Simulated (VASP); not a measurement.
# Mg (I4/mmm) in VASP: further runs

The runs below take Mg through single point, with PBE.

Everything below comes from runs of VASP 6.6.1. Logs are shortened: lines on timing, memory, paths and dates and some standing lists are left out, and cuts for length are marked.

### 1 The crystal as given

The structure is tetragonal, space group I4/mmm (No. 139). Conventional cell: a = 3.672 Å, b = 3.672 Å, c = 3.359 Å, α = 90.00°, β = 90.00°, γ = 90.00°. Mg (site symmetry 4/mmm) has 10 Mg at 3.09 to 3.36 Å as nearest neighbours.

This isn't the form of Mg at room conditions, which is hcp.

### 2 Single point, PBE

The input, INCAR:

```
SYSTEM = Mg
ALGO     = Fast           ! electronic algorithm
EDIFF    = 1E-6           ! SCF threshold, eV
ENCUT    = 520            ! plane-wave cutoff, eV
GGA      = PE             ! functional
ISIF     = 2              ! what is computed and relaxed
ISMEAR   = 0              ! smearing method
LASPH    = .True.         ! aspherical terms in the spheres
LCHARG   = .False.        ! write CHGCAR
LREAL    = .False.        ! projectors in reciprocal space
LWAVE    = .False.        ! write WAVECAR
NBANDS   = 7              ! bands
NELM     = 100            ! most SCF steps
PREC     = Accurate       ! precision mode
SIGMA    = 0.15           ! smearing width, eV
```

The input, KPOINTS:

```
k-points
0
Gamma
  22 22 22
  0 0 0
```

The input, POSCAR:

```
Mg
1.0
   -1.8359916300      1.8359916300      1.6794040200
    1.8359916300     -1.8359916300      1.6794040200
    1.8359916300      1.8359916300     -1.6794040200
Mg
1
Direct
    0.0000000000      0.0000000000      0.0000000000
```

Potentials or basis: VASP PAW PBE potentials, release 64 (Mg).

On the command line:

```
$ cat potpaw_PBE.64/Mg/POTCAR > POTCAR
$ mpirun -np 1 vasp_std > vasp.out
```

OUTCAR:

```text
SYSTEM = Mg
   EDIFF = 1E-6
   ENCUT = 520
   GGA = PE
   ISIF = 2
   ISMEAR = 0
   LASPH = .True.
   LREAL = .False.
   NELM = 100
   PREC = Accurate

 ion  position               nearest neighbor table
   1  0.000  0.000  0.000-

  LATTYP: Found a body centered tetragonal cell.
 ALAT       =     3.6719832600
 C/A-ratio  =     0.9147122419

  Lattice vectors:

 A1 = (  -1.8359916300,   1.8359916300,   1.6794040200)
 A2 = (   1.8359916300,  -1.8359916300,   1.6794040200)
 A3 = (   1.8359916300,   1.8359916300,  -1.6794040200)

Analysis of symmetry for initial positions (statically):
=====================================================================
 Subroutine PRICEL returns:
 Original cell was already a primitive cell.

 Routine SETGRP: Setting up the symmetry group for a
 body centered tetragonal supercell.

 Subroutine GETGRP returns: Found 16 space group operations
 (whereof 16 operations were pure point group operations)
 out of a pool of 16 trial point group operations.

The static configuration has the point symmetry D_4h.

Analysis of symmetry for dynamics (positions and initial velocities):
=====================================================================
 Subroutine PRICEL returns:
 Original cell was already a primitive cell.

 Routine SETGRP: Setting up the symmetry group for a
 body centered tetragonal supercell.

 Subroutine GETGRP returns: Found 16 space group operations
 (whereof 16 operations were pure point group operations)
 out of a pool of 16 trial point group operations.

The dynamic configuration has the point symmetry D_4h.

 Subroutine INISYM returns: Found 16 space group operations
 (whereof 16 operations are pure point group operations),
 and found     1 'primitive' translations

----------------------------------------------------------------------------------------

                                     Primitive cell

  volume of cell :      22.6442

  direct lattice vectors                    reciprocal lattice vectors
    -1.835991630  1.835991630  1.679404020     0.000000000  0.272332396  0.297724665
     1.835991630 -1.835991630  1.679404020     0.272332396  0.000000000  0.297724665
     1.835991630  1.835991630 -1.679404020     0.272332396  0.272332396  0.000000000

  length of vectors
     3.092269133  3.092269133  3.092269133     0.403490905  0.403490905  0.385136168

[... 72 lines left out ...]
   ISPIN  =      1    spin polarized calculation?
   LNONCOLLINEAR =      F non collinear calculations
   LSORBIT =      F    spin-orbit coupling
   LASPH  =      T    aspherical Exc in radial PAW
   ENCUT  =  520.0 eV  38.22 Ry    6.18 a.u.   5.75  5.75  5.75*2*pi/ulx,y,z
   NELM   =    100;   NELMIN=  2; NELMDL= -5     # of ELM steps
   EDIFF  = 0.1E-05   stopping-criterion for ELM
   LREAL  =      F    real-space projection
   EDIFFG = 0.1E-04   stopping-criterion for IOM
   NSW    =      0    number of steps for IOM
   IBRION =     -1    ionic relax: 0-MD 1-quasi-New 2-CG
   NFREE  =      0    steps in history (QN), initial steepest desc. (CG)
   ISIF   =      2    stress and relaxation
   ISYM   =      2    0-nonsym 1-usesym 2-fastsym
   POTIM  = 0.5000    time-step for ionic-motion
   TEBEG  =    0.0;   TEEND  =   0.0 temperature during run
   PSTRESS=    0.0 pullay stress
   NELECT =       2.0000    total number of electrons
   NUPDOWN=      -1.0000    fix difference up-down
   EMIN   =  10.00;   EMAX   =-10.00  energy-range for DOS
   EFERMI =   0.00;   METHOD = LEGACY
   ISMEAR =     0;   SIGMA  =   0.15  broadening in eV -4-tet -1-fermi 0-gaus
   EFERMI_NEDOS =   21; number of points for ismear=-14 and -15
   IALGO  =     68    algorithm
   IMIX   =      4    mixing-type and parameters
     AMIX     =   0.40;   BMIX     =  1.00
     AMIX_MAG =   1.60;   BMIX_MAG =  1.00
  volume/ion in A,a.u.               =      22.64       152.81
  Fermi-wavevector in a.u.,A,eV,Ry     =   0.729065  1.377732  7.231974  0.531535
  Thomas-Fermi vector in A             =   1.820694
   LORBIT       =      0    0 simple, 1 ext, 2 COOP (PROOUT), +10 PAW based schemes
   GGA     = PE    functional components
   LHFCALC =     F    Hartree Fock is set to
   AEXX    =    0.0000 exact exchange contribution
   IVDW    =     0    specifies the selected vdW correction
   LEPSILON=     F    determine dielectric tensor
   LRPA    =     F    only Hartree local field effects (RPA)
 non-spin polarized calculation
 RMM-DIIS sequential band-by-band and
 Gauss-broadening in eV      SIGMA  =   0.15
  energy-cutoff  :      520.00
  volume of cell :       22.64
 maximum number of plane-waves:       624
   NGX = 11   NGY = 11   NGZ = 11

 number of electron       2.0000000 magnetization

 Free energy of the ion-electron system (eV)
  ---------------------------------------------------
  ext. energy  EPLUGINS =         0.00000000
  ---------------------------------------------------
  free energy    TOTEN  =        -1.47923916 eV

  energy without entropy =       -1.47440843  energy(sigma->0) =       -1.47682379

 E-fermi :   2.7459     XC(G=0):  -8.5361

 val. band max:        2.7445194659   @ k =   0.3182   0.2273   0.1364
 cond. band min:       2.7509203957   @ k =   0.3182   0.3182   0.0909
 fundamental gap:      0.0064009298
 Fermi energy:         2.7459173649

 k-point     1 :       0.0000    0.0000    0.0000
  band No.  band energies     occupation
      1      -4.2828      2.00000
      2      14.6845      0.00000
      3      16.5404      0.00000
      4      16.5404      0.00000
      5      16.8695      0.00000
      6      17.0914      0.00000
      7      17.0914      0.00000
[... 221 lines left out ...]
 k-point    24 :      -0.4545    0.0455    0.0000
  band No.  band energies     occupation
      1       0.1761      2.00000
      2       3.5167      0.00000
      3      10.3056      0.00000
      4      11.8540      0.00000
      5      12.8274      0.00000
      6      14.7639      0.00000
      7      21.8343      0.00000

 [... further k-points ...]
[... 5 lines left out ...]
  --------------------------------------------------------------------------------------
  -------------------------------------------------------------------------------------
  Total        0.0481864      0.0481864      0.0868833      0.0000000     -0.0000000      0.0000000
  in kB        3.4094053      3.4094053      6.1473821      0.0000000     -0.0000000      0.0000000
  external PRESSURE =       4.3220642 kB  Pullay stress =       0.0000000 kB

 VOLUME and BASIS-vectors are now :
 -----------------------------------------------------------------------------
  energy-cutoff  :      520.00
  volume of cell :       22.64
      direct lattice vectors                 reciprocal lattice vectors
    -1.835991630  1.835991630  1.679404020     0.000000000  0.272332396  0.297724665
     1.835991630 -1.835991630  1.679404020     0.272332396  0.000000000  0.297724665
     1.835991630  1.835991630 -1.679404020     0.272332396  0.272332396  0.000000000

 POSITION                                       TOTAL-FORCE (eV/Angst)
 -----------------------------------------------------------------------------------
      0.00000      0.00000      0.00000         0.000000      0.000000     -0.000000
 -----------------------------------------------------------------------------------
    total drift:                                0.000000     -0.000000     -0.000000

  FREE ENERGIE OF THE ION-ELECTRON SYSTEM (eV)
  ---------------------------------------------------
  free  energy   TOTEN  =        -1.4792391602 eV

  energy  without entropy=       -1.4744084292  energy(sigma->0) =       -1.47682379
```

OSZICAR:

```text
N       E                     dE             d eps       ncg     rms          rms(c)
DAV:   1    -0.813168017976E+00   -0.81317E+00   -0.80875E+02 12656   0.196E+02
DAV:   2    -0.148477001790E+01   -0.67160E+00   -0.64364E+00 15372   0.111E+01
DAV:   3    -0.148741922190E+01   -0.26492E-02   -0.26478E-02 14903   0.785E-01
DAV:   4    -0.148742401939E+01   -0.47975E-05   -0.47976E-05 16548   0.250E-02
DAV:   5    -0.148742403195E+01   -0.12568E-07   -0.12347E-07 14924   0.861E-04    0.675E-01
RMM:   6    -0.148353604230E+01    0.38880E-02   -0.25276E-04 11680   0.123E-01    0.432E-01
RMM:   7    -0.147922775206E+01    0.43083E-02   -0.10987E-03 12146   0.232E-01    0.240E-02
RMM:   8    -0.147923931699E+01   -0.11565E-04   -0.43484E-05 12296   0.445E-02    0.570E-03
RMM:   9    -0.147923916023E+01    0.15676E-06   -0.32185E-06 12779   0.105E-02
   1 F= -.14792392E+01 E0= -.14768238E+01  d E =-.483073E-02
```

It took 31 s on 1 thread of Intel Xeon Platinum 8488C (Sapphire Rapids), shared host; peak memory 0.25 GiB.

What came out:

* Free energy: -1.4792 eV
* Pressure: 0.4 GPa
* Band gap on the k mesh: none (metal or under the smearing width)

Stress tensor (GPa, compression positive):
```
0.34 0.00 0.00
0.00 0.34 0.00
0.00 0.00 0.61
```

Levels at points of the mesh, in eV from the Fermi level:
```tsv
k point	band 1	band 2	band 3	band 4	band 5
(0.00, 0.00, 0.00)	-7.03	11.94	13.79	13.79	14.12
(0.50, 0.00, 0.00)	-1.38	-0.69	8.18	8.97	9.73
(0.50, 0.50, 0.00)	-1.78	-1.35	9.79	10.51	11.49
(0.50, 0.50, 0.50)	3.20	3.20	3.56	4.13	5.36
```

### 3 Single point, PBE

The input, INCAR:

```
SYSTEM = Mg
PREC     = Accurate       ! precision mode
ENCUT    = 520            ! plane-wave cutoff, eV
EDIFF    = 1E-6           ! SCF threshold, eV
ISMEAR   = 0              ! smearing method
SIGMA    = 0.15           ! smearing width, eV
LREAL    = .FALSE.        ! projectors in reciprocal space
LASPH    = .TRUE.         ! aspherical terms in the spheres
NELM     = 100            ! most SCF steps
ALGO     = Normal         ! electronic algorithm
ISIF     = 2              ! what is computed and relaxed
LWAVE    = .FALSE.        ! write WAVECAR
LCHARG   = .TRUE.         ! write CHGCAR
GGA      = PE             ! functional
LELF     = .TRUE.         ! ELF
LVHAR    = .TRUE.       
NBANDS   = 7              ! bands
```

The input, KPOINTS:

```
regular mesh
0
G
  20 20 20
  0 0 0
```

POSCAR is that of step 2.

Potentials or basis: VASP PAW PBE potentials, release 64 (Mg).

On the command line:

```
$ cat potpaw_PBE.64/Mg/POTCAR > POTCAR
$ mpirun -np 1 vasp_std > vasp.out
```

Wall time 23 s (1 thread of Intel Xeon Platinum 8488C (Sapphire Rapids), shared host); peak memory 0.22 GiB.

The run converged. Its results:

* Free energy: -1.4802 eV
* Pressure: 0.4 GPa
* Band gap on the k mesh: none (metal or under the smearing width)

Stress tensor (GPa, compression positive):
```
0.31 0.00 0.00
0.00 0.31 0.00
0.00 0.00 0.67
```

Levels at points of the mesh, in eV from the Fermi level:
```tsv
k point	band 1	band 2	band 3	band 4	band 5	band 6
(0.00, 0.00, 0.00)	-7.02	11.95	13.80	13.80	14.13	14.35
(0.50, 0.00, 0.00)	-1.37	-0.69	8.18	8.98	9.74	11.36
(0.50, 0.50, 0.00)	-1.77	-1.34	9.80	10.52	11.50	12.06
(0.50, 0.50, 0.50)	3.21	3.21	3.57	4.14	5.37	7.99
```
